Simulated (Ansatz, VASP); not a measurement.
**Two plane-wave programs on BAs**

```
CELL_PARAMETERS angstrom
0.00000 2.53336 2.53336
2.53336 0.00000 2.53336
2.53336 2.53336 0.00000
ATOMIC_POSITIONS crystal
B 0.00000 0.00000 0.00000
As 0.75000 0.75000 0.75000
```

Alike in both runs: task single point; functional PBE; k mesh 6 × 6 × 6; occupations gaussian, width 0.1 eV; no spin polarisation.

```csv
,VASP,Ansatz
version,VASP 6.6.1,Ansatz 0.2.0
potentials or method,"VASP PAW PBE potentials, release 64 (B, As)","scalar-relativistic, plane waves, PAW"
plane-wave cutoff (eV),520,420
valence electrons in the cell,8,18
```

Ansatz gave:

- gap on the k mesh at the Fermi level (eV): 1.41
- least direct gap on the mesh (eV): 2.57
- pressure (GPa): -14.8

**Question.** What did VASP give for the same quantities?

**Answer.** gap on the k mesh at the Fermi level (eV): 1.41; least direct gap on the mesh (eV): 2.58; pressure (GPa): -14.6.

With one functional, cell and mesh, what is left measures potentials, basis and numerics. The two sets of potentials don't hold the same shells in valence.

A k mesh can miss the band edges.
